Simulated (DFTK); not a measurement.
**HfO2: equation of state with PBEsol**

Crystal: HfO2.

```xyz
3
Lattice="3.6169 0.0000 0.0000 1.8084 3.1323 0.0000 1.8084 1.0441 2.9531" Properties=species:S:1:pos:R:3 pbc="T T T"
Hf    0.0000    0.0000    0.0000
O     5.4253    3.1323    2.2149
O     1.8084    1.0441    0.7383
```

Measurements of this composition are mostly on another form, of space group No. 14.

| Quantity | Value |
| --- | --- |
| Program | DFTK 0.8.2 |
| Task | equation of state |
| Functional | PBEsol |
| Potentials or basis | SG15 1.2 (PBE) |
| Cutoff | 952 eV |
| k mesh | 5 × 5 × 5 |
| Occupations | fermi-dirac, width 0.05 eV |
| Spin | no spin polarisation |

* Equilibrium volume: 10.68 Å³/atom (rough: see the caveat)
* Bulk modulus: 256 GPa (rough)

Energy against volume, from the lowest point:
```tsv
volume (Å³/atom)	energy (meV/atom)
10.483	3.02
10.706	0.00
10.929	4.74
11.152	15.12
11.375	32.70
11.598	55.66
11.821	83.11
```

It took 4.7 min on 1 thread of Intel(R) Xeon(R) 6975P-C (Granite Rapids) (shared host), peak memory 1.5 GiB.

Caveat: the k mesh is coarse (spacing up to 0.43 Å⁻¹), so the values aren't converged; the fit of the energies and the printed pressures disagree; the cutoff is short for these potentials, so energies and forces aren't converged, fitted volumes are rough and the log's stress (off by 3 to 10 GPa or more in trials) isn't used; the potentials were made for another functional, which shifts forces and pressure. The run has no spin-orbit coupling, so splittings on Hf are missing.
